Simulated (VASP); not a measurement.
# Rb (Fm-3m) in VASP: notebook

The runs below take Rb through single point, with r2SCAN.

Everything below comes from runs of VASP 6.6.1. Logs are shortened: lines on timing, memory, paths and dates and some standing lists are left out, and cuts for length are marked.

### 1 Starting point

The structure is cubic, space group Fm-3m (No. 225). The conventional cell has a = 7.280 Å, b = 7.280 Å, c = 7.280 Å, α = 90.00°, β = 90.00°, γ = 90.00°.

This isn't the form of Rb at room conditions, which is bcc.

### 2 Single point, r2SCAN

INCAR reads:

```
SYSTEM = Rb
PREC = Normal
ENCUT = 450
EDIFF = 1E-4
ISMEAR = 1
SIGMA = 0.2
LREAL = Auto
LASPH = .TRUE.
NELM = 100
ALGO = Normal
ISIF = 2
LWAVE = .FALSE.
LCHARG = .FALSE.
METAGGA = R2SCAN
LMIXTAU = .TRUE.
ADDGRID = .FALSE.
```

KPOINTS reads:

```
regular mesh
0
G
  5 5 5
  0 0 0
```

POSCAR reads:

```
Rb
1.0
    0.0000000000      3.6398846700      3.6398846700
    3.6398846700      0.0000000000      3.6398846700
    3.6398846700      3.6398846700      0.0000000000
Rb
1
Direct
    0.0000000000      0.0000000000      0.0000000000
```

Potentials or basis: VASP PAW PBE potentials, release 64 (Rb_sv).

The run is started by

```console
cat potpaw_PBE.64/Rb_sv/POTCAR > POTCAR
mpirun -np 1 vasp_std > vasp.out
```

OUTCAR:

```text
SYSTEM = Rb
   PREC = Normal
   ENCUT = 450
   EDIFF = 1E-4
   ISMEAR = 1
   LREAL = Auto
   LASPH = .TRUE.
   NELM = 100
   ISIF = 2
   METAGGA = R2SCAN

 Found     10 irreducible k-points:

 Following reciprocal coordinates:
            Coordinates               Weight
  0.000000  0.000000  0.000000      1.000000
  0.200000  0.000000  0.000000      8.000000
  0.400000  0.000000  0.000000      8.000000
  0.200000  0.200000  0.000000      6.000000
  0.400000  0.200000  0.000000     24.000000
 -0.400000  0.200000  0.000000     24.000000
   k-points           NKPTS =     10   k-points in BZ     NKDIM =     10   number of bands    NBANDS=      8
   number of dos      NEDOS =    301   number of ions     NIONS =      1
   total plane-waves  NPLWV =  21952
   dimension x,y,z NGX =    28 NGY =   28 NGZ =   28
   dimension x,y,z NGXF=    56 NGYF=   56 NGZF=   56
   ions per type =               1
   NGX,Y,Z   is equivalent  to a cutoff of   9.04,  9.04,  9.04 a.u.
   NGXF,Y,Z  is equivalent  to a cutoff of  18.09, 18.09, 18.09 a.u.
 SYSTEM =  Rb
   PREC   = normal    normal or accurate (medium, high low for compatibility)
   ISTART =      0    job   : 0-new  1-cont  2-samecut
   ICHARG =      2    charge: 1-file 2-atom 10-const
   ISPIN  =      1    spin polarized calculation?
   LNONCOLLINEAR =      F non collinear calculations
   LSORBIT =      F    spin-orbit coupling
   LASPH  =      T    aspherical Exc in radial PAW
   ENCUT  =  450.0 eV  33.07 Ry    5.75 a.u.   8.90  8.90  8.90*2*pi/ulx,y,z
   NELM   =    100;   NELMIN=  2; NELMDL= -5     # of ELM steps
   EDIFF  = 0.1E-03   stopping-criterion for ELM
   LREAL  =      T    real-space projection
   EDIFFG = 0.1E-02   stopping-criterion for IOM
   NSW    =      0    number of steps for IOM
   IBRION =     -1    ionic relax: 0-MD 1-quasi-New 2-CG
   NFREE  =      0    steps in history (QN), initial steepest desc. (CG)
   ISIF   =      2    stress and relaxation
   ISYM   =      2    0-nonsym 1-usesym 2-fastsym
   POTIM  = 0.5000    time-step for ionic-motion
   TEBEG  =    0.0;   TEEND  =   0.0 temperature during run
   PSTRESS=    0.0 pullay stress
   NELECT =       9.0000    total number of electrons
   NUPDOWN=      -1.0000    fix difference up-down
   EMIN   =  10.00;   EMAX   =-10.00  energy-range for DOS
   EFERMI =   0.00;   METHOD = LEGACY
   ISMEAR =     1;   SIGMA  =   0.20  broadening in eV -4-tet -1-fermi 0-gaus
   EFERMI_NEDOS =   21; number of points for ismear=-14 and -15
   IALGO  =     38    algorithm
   IMIX   =      4    mixing-type and parameters
     AMIX     =   0.40;   BMIX     =  1.00
     AMIX_MAG =   1.60;   BMIX_MAG =  1.00
  volume/ion in A,a.u.               =      96.45       650.86
  Fermi-wavevector in a.u.,A,eV,Ry     =   0.742548  1.403213  7.501953  0.551378
  Thomas-Fermi vector in A             =   1.837453
   LORBIT       =      0    0 simple, 1 ext, 2 COOP (PROOUT), +10 PAW based schemes
   METAGGA = R2SCAN    functional components
   LHFCALC =     F    Hartree Fock is set to
   AEXX    =    0.0000 exact exchange contribution
   IVDW    =     0    specifies the selected vdW correction
   LEPSILON=     F    determine dielectric tensor
   LRPA    =     F    only Hartree local field effects (RPA)
 non-spin polarized calculation
 Methfessel and Paxton  Order N= 1 SIGMA  =   0.20
  energy-cutoff  :      450.00
  volume of cell :       96.45
 maximum number of plane-waves:      2107
   NGX = 17   NGY = 17   NGZ = 17

 number of electron       9.0000000 magnetization

 Free energy of the ion-electron system (eV)
  ---------------------------------------------------
  ext. energy  EPLUGINS =         0.00000000
  ---------------------------------------------------
  free energy    TOTEN  =       -13.94574040 eV

  energy without entropy =      -13.94837605  energy(sigma->0) =      -13.94661895

 E-fermi :   0.0622     XC(G=0):  -5.5868

 val. band max:        0.0118812635   @ k =   0.4000   0.4000   0.0000
 cond. band min:       0.3764340397   @ k =  -0.4000   0.2000   0.0000
 fundamental gap:      0.3645527762
 Fermi energy:         0.0622039082

 k-point     1 :       0.0000    0.0000    0.0000
  band No.  band energies     occupation
      1     -30.1620      2.00000
      2     -13.6567      2.00000
      3     -13.6567      2.00000
      4     -13.6567      2.00000
      5      -2.0831      2.00000
      6       3.9046     -0.00000
      7       3.9047     -0.00000
      8       3.9047     -0.00000

 k-point     2 :       0.2000    0.0000    0.0000
  band No.  band energies     occupation
      1     -30.1609      2.00000
      2     -13.6848      2.00000
      3     -13.6604      2.00000
      4     -13.6604      2.00000
      5      -1.6401      2.00000
      6       2.8238     -0.00000
      7       3.9919     -0.00000
      8       3.9919     -0.00000

 k-point     3 :       0.4000    0.0000    0.0000
  band No.  band energies     occupation
      1     -30.1592      2.00000
      2     -13.7293      2.00000
      3     -13.6665      2.00000
      4     -13.6664      2.00000
      5      -0.4460      2.00192
      6       1.1887     -0.00000
      7       3.7223     -0.00000
      8       3.7224     -0.00000

 k-point     4 :       0.2000    0.2000    0.0000
  band No.  band energies     occupation
      1     -30.1606      2.00000
      2     -13.6838      2.00000
      3     -13.6667      2.00000
      4     -13.6667      2.00000
      5      -1.4965      2.00000
      6       2.9111     -0.00000
      7       3.7957     -0.00000
      8       4.0127     -0.00000

 k-point     5 :       0.4000    0.2000    0.0000
  band No.  band energies     occupation
      1     -30.1590      2.00000
      2     -13.7158      2.00000
      3     -13.6767      2.00000
      4     -13.6735      2.00000
      5      -0.5600      2.00010
      6       1.8716     -0.00000
      7       2.8702     -0.00000
      8       3.9930     -0.00000

 k-point     6 :      -0.4000    0.2000    0.0000
  band No.  band energies     occupation
      1     -30.1584      2.00000
      2     -13.7261      2.00000
      3     -13.6873      2.00000
      4     -13.6715      2.00000
      5       0.3764     -0.04880
      6       0.8982     -0.00000
      7       2.5799     -0.00000
      8       3.8988     -0.00000

 [... further k-points ...]

------------------------ aborting loop because EDIFF is reached ----------------------------------------

  FORCE on cell =-STRESS in cart. coord.  units (eV):
  Direction    XX          YY          ZZ          XY          YZ          ZX
  --------------------------------------------------------------------------------------
  -------------------------------------------------------------------------------------
  Total       -0.0671893     -0.0671893     -0.0671893     -0.0000000      0.0000000     -0.0000000
  in kB       -1.1161376     -1.1161376     -1.1161376     -0.0000000      0.0000000     -0.0000000
  external PRESSURE =      -1.1161376 kB  Pullay stress =       0.0000000 kB

 VOLUME and BASIS-vectors are now :
 -----------------------------------------------------------------------------
  energy-cutoff  :      450.00
  volume of cell :       96.45
      direct lattice vectors                 reciprocal lattice vectors
     0.000000000  3.639884670  3.639884670    -0.137366990  0.137366990  0.137366990
     3.639884670  0.000000000  3.639884670     0.137366990 -0.137366990  0.137366990
     3.639884670  3.639884670  0.000000000     0.137366990  0.137366990 -0.137366990

 POSITION                                       TOTAL-FORCE (eV/Angst)
 -----------------------------------------------------------------------------------
      0.00000      0.00000      0.00000        -0.000000      0.000000     -0.000000
 -----------------------------------------------------------------------------------
    total drift:                               -0.000000     -0.000000     -0.000000

  FREE ENERGIE OF THE ION-ELECTRON SYSTEM (eV)
  ---------------------------------------------------
  free  energy   TOTEN  =       -13.9457403988 eV

  energy  without entropy=      -13.9483760473  energy(sigma->0) =      -13.94661895
```

OSZICAR:

```text
N       E                     dE             d eps       ncg     rms          rms(c)
DAV:   1     0.288892237561E+02    0.28889E+02   -0.30329E+03   160   0.733E+02
DAV:   2    -0.143150616815E+02   -0.43204E+02   -0.40776E+02   176   0.142E+02
DAV:   3    -0.170086880400E+02   -0.26936E+01   -0.26947E+01   248   0.404E+01
[... 13 lines left out ...]
DAV:  17    -0.139451855323E+02    0.15219E-01   -0.17540E-02   160   0.137E+00    0.565E-02
DAV:  18    -0.139457725791E+02   -0.58705E-03   -0.15896E-03   168   0.518E-01    0.380E-02
DAV:  19    -0.139455187569E+02    0.25382E-03   -0.48609E-04   160   0.183E-01    0.255E-02
DAV:  20    -0.139457236857E+02   -0.20493E-03   -0.24081E-04   160   0.147E-01    0.197E-02
DAV:  21    -0.139457403988E+02   -0.16713E-04   -0.45824E-05   208   0.427E-02
   1 F= -.13945740E+02 E0= -.13946619E+02  d E =0.263565E-02
```

Run time: 14 s. Hardware: 1 thread of Intel Xeon 6975P-C (Granite Rapids), shared host; peak memory 0.15 GiB.

These settings aren't checked as converged: the numbers below hold their error.

What came out:

| Quantity | Value |
| --- | --- |
| Free energy | -13.9457 eV |
| Pressure | -0.1 GPa |
| Band gap on the k mesh | none (metal or under the smearing width) |

Caveat: the PAW data sets were made with another functional, which shifts forces and pressure a little.

### 3 Single point, r2SCAN

INCAR is that of step 2.

KPOINTS is that of step 2.

POSCAR reads:

```
Rb
1.0
    0.0790870000      3.6559800000      3.6130310000
    3.6559400000      0.0406780000      3.6514400000
    3.6810400000      3.7194890000      0.0155780000
Rb
1
Direct
   -0.0191540000      0.0033960000      0.0084760000
```

Potentials or basis: VASP PAW PBE potentials, release 64 (Rb_sv).

The run is started by

```console
cat potpaw_PBE.64/Rb_sv/POTCAR > POTCAR
mpirun -np 1 vasp_std > vasp.out
```

Wall time 50 s (1 thread of Intel Xeon 6975P-C (Granite Rapids), shared host); peak memory 0.17 GiB.

The run converged, but some of its settings lie outside the range that counts as converged, so its numbers aren't taken as properties of the crystal.

What came out:

- Free energy: -13.9446 eV
- Pressure: -0.1 GPa
- Band gap on the k mesh: none (metal or under the smearing width)

Caveat: the PAW data sets were made with another functional, which shifts forces and pressure a little.

### 4 Single point, r2SCAN

INCAR reads:

```
SYSTEM = Rb
PREC = Accurate
ENCUT = 550
EDIFF = 1E-6
ISMEAR = 1
SIGMA = 0.2
LREAL = .FALSE.
LASPH = .TRUE.
NELM = 100
ALGO = Normal
ISIF = 2
LWAVE = .FALSE.
LCHARG = .FALSE.
METAGGA = R2SCAN
LMIXTAU = .TRUE.
ADDGRID = .FALSE.
```

KPOINTS is that of step 3.

POSCAR reads:

```
Rb
1.0
    0.0000000000      3.6398846700      3.6398846700
    3.6398846700      0.0000000000      3.6398846700
    3.6398846700      3.6398846700      0.0000000000
Rb
1
Direct
    0.0000000000      0.0000000000      0.0000000000
```

The run is started by

```console
cat potpaw_PBE.64/Rb_sv/POTCAR > POTCAR
mpirun -np 1 vasp_std > vasp.out
```

Run time: 37 s. Hardware: 1 thread of Intel Xeon 6975P-C (Granite Rapids), shared host; peak memory 0.25 GiB.

These settings aren't checked as converged: the numbers below hold their error.

Results:

| Item | Value |
| --- | --- |
| Free energy | -13.9457 eV |
| Pressure | -0.1 GPa |
| Band gap on the k mesh | none (metal or under the smearing width) |

Caveat: the PAW data sets were made with another functional, which shifts forces and pressure a little.
